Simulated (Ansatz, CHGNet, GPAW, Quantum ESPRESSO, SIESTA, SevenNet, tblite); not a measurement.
## Running generalised stacking fault on (111) (glide set) of a GaP-AlP solid solution (72 atoms) with tblite

Wanted: tblite inputs and outputs for generalised stacking fault on (111) (glide set) of a GaP-AlP solid solution (72 atoms), checked against a plane-wave reference.

Program: tblite 0.8.0. Level of theory: the method is named at each step. Results are calculated unless marked as measured.

**1. Starting point**

The cell holds 72 atoms: 18 Al, 36 P and 18 Ga. Cell: a = 6.683 Å, b = 11.576 Å, c = 19.233 Å, α = 90.0°, β = 83.3°, γ = 90.0°. Zinc-blende GaP lattice (a = 5.4569 Å, the value set for the mixture), cell with z along [111], 1 x 3 x 2 periods; the third cell vector is tilted by 0.333 of 1/2[11-2] and lengthened by 0.2 Å, so the cell holds one fault (glide set); displaced by a Gaussian of 0.01 Å; 18 of 36 Ga sites given to Al at random (lattice constant by Vegard's rule between GaP and AlP). Then every atom was moved at random, 0.02 Å r.m.s. a Cartesian component. The structure's axis is c.

The yardstick, on the same geometry:

* method: Kohn-Sham DFT, PBE, SSSP efficiency 1.3.0 pseudopotentials, plane waves (Quantum ESPRESSO 7.5); sssp-pbe-1.3.0-efficiency, cutoffs 60/480 Ry, Γ point
* r.m.s. force component: 0.4078 eV/Å
* longest force: 1.63 eV/Å
* pressure: 1.177 GPa
* gap (highest filled to lowest empty level): 1.326 eV
* time: 12 min on 4 MPI ranks of Arm Neoverse V1, shared host
* CPU time: 49 min

**2. GFN1-xTB**

Method: GFN1-xTB tight binding, diagonalisation.

Contents of run.py:

```python
import numpy as np
from ase.io import read
from tblite.ase import TBLite

atoms = read("structure.xyz")
atoms.calc = TBLite(method="GFN1-xTB", electronic_temperature=580, accuracy=1.0, max_iterations=250, mixer_damping=0.1, verbosity=1)
energy = atoms.get_potential_energy()
forces = atoms.get_forces()
print(f"energy {energy:.6f} eV")
print("forces (eV/A)")
for i, (a, f) in enumerate(zip(atoms, forces)):
    print(f"{i:4d} {a.symbol:2s} {f[0]:10.5f} {f[1]:10.5f} {f[2]:10.5f}")
stress = -atoms.get_stress(voigt=False) * 160.21766
print("stress (GPa, compression positive)")
for row in stress:
    print(" ".join(f"{x:10.4f}" for x in row))
print("charges (e)")
print(np.array2string(atoms.get_charges(), precision=4, suppress_small=True, max_line_width=110, threshold=100000))
```

Contents of structure.xyz:

```xyz
72
Lattice="6.68331 0.00000 0.00000 0.00000 11.57583 0.00000 2.22775 0.00000 19.10326" Properties=species:S:1:pos:R:3 pbc="T T T"
Al 3.32927 1.90202 0.38378
P 3.37534 1.94323 2.76749
Ga 5.52983 1.91835 3.54919
P 5.55030 1.90283 5.86298
Ga 6.69962 0.00498 0.38111
P 6.63403 11.57120 2.76558
Al 2.22235 0.00278 3.55454
P 2.18831 11.56495 5.90692
Ga 4.43065 0.00463 6.70715
P 4.47442 11.55777 9.06488
Al 3.35941 5.81859 0.40671
P 3.32093 5.79926 2.74972
Ga 5.59774 5.77437 3.56066
P 5.57098 5.78757 5.92564
Al 6.69452 3.84688 0.38550
P 6.66564 3.80810 2.76271
Ga 2.22102 3.85313 3.58549
P 2.18630 3.86123 5.93099
Al 4.41080 3.89260 6.67735
P 4.50269 3.86285 9.03966
Ga 1.10414 1.92934 6.64851
P 1.10405 1.93409 9.02553
Ga 3.32322 1.94289 9.84487
P 3.36220 1.92205 12.19590
Al 5.57961 1.92483 13.00015
P 5.55174 1.93953 15.35959
Ga 6.66361 11.55036 9.84716
P 6.66784 11.55905 12.22284
Al 2.23368 0.02790 13.00416
P 2.23747 11.55511 15.35425
Ga 4.46276 11.56611 16.14875
P 4.42418 11.55569 18.52405
Ga 3.36413 9.64105 0.41511
P 3.34996 9.63225 2.73559
Al 5.60128 9.67959 3.54633
P 5.57947 9.64000 5.92220
Ga 6.68832 7.73914 0.41034
P 6.68527 7.71645 2.75622
Al 2.24572 7.71460 3.51997
P 2.24505 7.71633 5.91150
Al 4.49251 7.70499 6.68003
P 4.45390 7.73856 9.07921
Ga 1.12506 5.79810 6.68347
P 1.11038 5.79972 9.09926
Al 3.33755 5.79243 9.85766
P 3.33064 5.78386 12.22379
Al 5.61096 5.76280 12.98926
P 5.53965 5.77449 15.34355
Al 6.64360 3.85718 9.82118
P 6.71970 3.84537 12.28072
Al 2.20479 3.89480 12.98162
P 2.21497 3.81574 15.40372
Ga 4.45670 3.82824 16.17530
P 4.47323 3.82373 18.50858
Al 7.79448 1.92020 16.15066
P 7.81580 1.93247 18.51698
[... 12 atom lines left out ...]
Ga 7.82081 5.77044 16.15582
P 7.78742 5.77761 18.59454
Al 7.80613 9.61847 16.11475
P 7.80740 9.61569 18.52978
```

Launch:

```console
$ OMP_NUM_THREADS=1 python run.py > output.txt
```

What it wrote:

```text
------------------------------------------------------------
  cycle        total energy    energy error   density error
------------------------------------------------------------
      1     -143.0117636758  -1.4316706E+02   4.6268298E-01
      2     -144.1789581453  -1.1671945E+00   3.8019297E-01
      3     -144.0525179160   1.2644023E-01   2.2652844E-01
      4     -144.2399478865  -1.8742997E-01   7.7907387E-02
      5     -144.3024874689  -6.2539582E-02   4.1478198E-02
      6     -144.3434051482  -4.0917679E-02   1.5423897E-02
      7     -144.3512259731  -7.8208249E-03   4.5020565E-03
      8     -144.3517978748  -5.7190172E-04   2.6718000E-03
      9     -144.3514181072   3.7976765E-04   3.1481372E-03
     10     -144.3517909859  -3.7287877E-04   1.5050699E-03
     11     -144.3518110973  -2.0111406E-05   8.6859791E-04
     12     -144.3518369790  -2.5881649E-05   3.2409950E-04
     13     -144.3518393061  -2.3271303E-06   6.4475234E-05
     14     -144.3518394884  -1.8225711E-07   4.1971228E-05
     15     -144.3518394861   2.2195934E-09   2.4624575E-05
     16     -144.3518394983  -1.2168329E-08   1.1284752E-05
------------------------------------------------------------
 total:                                   7.308 sec
energy -3928.013628 eV
forces (eV/A)
   0 Al    0.38074    0.12081   -0.56901
   1 P    -0.98093   -0.66333   -0.97507
   2 Ga    0.15277   -0.14168    0.19834
   3 P    -0.17904    1.01787    0.49788
   4 Ga   -0.16131    0.01544   -0.42817
   5 P     1.18861   -0.23825   -0.34451
   6 Al   -0.20909   -0.06218    0.02515
   7 P     0.26368   -0.59812   -0.66336
   8 Ga   -0.26209   -0.27114    0.20068
   9 P    -0.73864   -0.47141   -0.01368
  10 Al   -0.06569   -0.34244   -0.78271
  11 P     0.23779    0.16772   -0.46675
  12 Ga   -0.53847   -0.02500    0.11397
  13 P    -0.29842   -0.15513   -0.12575
  14 Al    0.30954   -0.03020   -0.57392
  15 P     0.56426    0.37844   -0.98865
  16 Ga   -0.27902    0.10232   -0.16818
  17 P     1.15331   -0.00992   -0.20382
  18 Al    0.15895   -0.39924    0.36326
  19 P    -0.36985    0.51831   -0.57097
  20 Ga   -0.60843   -0.22970    0.60338
  21 P    -0.17446    0.38085   -0.07519
  22 Ga   -0.01738   -0.04766    0.11538
  23 P     0.01752    0.35450    0.46124
[...]
64 Ga    0.25751   -0.02273    0.59168
  65 P    -0.24136    0.59118   -0.24638
  66 Ga    0.03952    0.07000   -0.14747
  67 P     0.16032   -0.27241    1.45113
  68 Ga   -0.70149   -0.08771    0.74710
  69 P    -0.28060   -0.26729    0.34380
  70 Al   -0.13993    0.07993    0.55584
  71 P    -0.34853    0.34737   -0.26428
stress (GPa, compression positive)
    1.3146    -0.0492    -0.4282
   -0.0492    10.5033    -0.0588
   -0.4282    -0.0588     4.7695
charges (e)
[ 0.1001 -0.1604  0.2148 -0.1838  0.1985 -0.1589  0.1126 -0.1669  0.2161 -0.1819  0.0927 -0.1578  0.2177
 -0.1669  0.105  -0.1679  0.2073 -0.1687  0.095  -0.1588  0.2037 -0.179   0.2217 -0.1664  0.1506 -0.1643
  0.2104 -0.1719  0.1269 -0.159   0.2248 -0.1693  0.1892 -0.1515  0.134  -0.1643  0.1912 -0.1597  0.1249
 -0.1673  0.1408 -0.1652  0.2307 -0.1732  0.1387 -0.1678  0.1233 -0.1732  0.1306 -0.1557  0.1489 -0.1676
  0.2308 -0.1653  0.1366 -0.162   0.136  -0.1711  0.1063 -0.1713  0.2162 -0.1678  0.2316 -0.1744  0.2181
 -0.1689  0.194  -0.1738  0.2082 -0.1648  0.0905 -0.1714]
```

It took 8 s on 1 thread of Arm Neoverse V1, shared host; peak memory 0.15 GiB.

Banners, paths, timers and routine set-up lines are dropped from the logs unmarked, and long logs keep their key lines alone; longer cuts are marked.

Numbers from this run, and their distance from the reference:

```
r.m.s. force component                  : 0.4873 eV/Å
r.m.s. difference of force components   : 278.3 meV/Å
longest difference of force vectors     : 835.1 meV/Å
force difference over r.m.s. force      : 68.23 %
slope of forces against the reference's : 0.9811
correlation of force components         : 0.8211
pressure                                : 5.529 GPa
pressure difference                     : 4.352 GPa
```

Length of the force difference by element (eV/Å):

```csv
element,atoms,mean,most
Al,18,0.32,0.58
Ga,18,0.24,0.43
P,36,0.59,0.84
```

Local excerpt of 9 atoms (numbers count through the whole input) about P34, picked at random; x, y, z are measured from there.

```csv
atom,x,y,z,distance (Å),bonds,Mulliken charge (e),Fx,Fy,Fz (eV/Å)
P34,0.00,0.00,0.00,0.00,4,-0.15,0.25,0.26,0.67
Ga33,0.01,0.01,-2.32,2.32,4,0.19,0.11,-0.08,-1.05
Al39,-1.10,-1.92,0.78,2.35,4,0.12,-0.38,0.13,0.53
Al35,2.25,0.05,0.81,2.39,4,0.13,-0.60,-0.48,0.47
Al7,-1.13,1.95,0.82,2.39,4,0.11,-0.21,-0.06,0.03
P6,3.28,1.94,0.03,3.81,4,-0.16,1.19,-0.24,-0.34
P12,-0.03,-3.83,0.01,3.83,4,-0.16,0.24,0.17,-0.47
P38,3.34,-1.92,0.02,3.85,4,-0.16,0.62,0.58,0.15
P38,-3.35,-1.92,0.02,3.86,4,-0.16,0.62,0.58,0.15
```

Atoms are counted from 1 here, from 0 in the log.

Forces lie 68 % from the reference's, at 0.0027 times its CPU time (on 1 against 4 cores).

**3. Summary of results**

| Property | Result |
| --- | --- |
| force difference from the reference | tblite GFN1-xTB, 68 % |
| its CPU time | 8 s |

**Reading.** Tight binding differs by 68 % (tblite GFN1-xTB); it is another model, with fitted parameters of its own, and the xTB methods hold dispersion. One electronic-structure run takes under half the reference's CPU time: tblite GFN1-xTB, at 68 % in 8 s against 49 min, too far off to be of use; its pressure misses by +4.4 GPa. Periodic xTB results under one method name differ between programs and library versions. The reference's pressure holds the uncorrected Pulay stress of its 60 Ry basis, so small pressure differences, and their order, may be the reference's own error. The reference's stress is far from hydrostatic: its diagonal is -3.2, 6.2, 0.5 GPa, compression counted positive. The host structure and its lattice constant were typed by rule, without a check against the phase diagram. The electronic-structure runs sample only Γ, in a cell whose shortest periodic width is 7 Å.

[Also dropped from logs without a mark: logging warnings of Python, and SIESTA's first energy breakdown and zero terms.]

[Logs are printed without paths, hosts, clocks, repeated set-up lines and the standing remarks that a program may print on its own settings, such as how far it seeks lower states.]

[Hosts, paths, dates, database ids (printed as entryN), source tags and the programs' standing remarks are cut or masked in the printed files.]
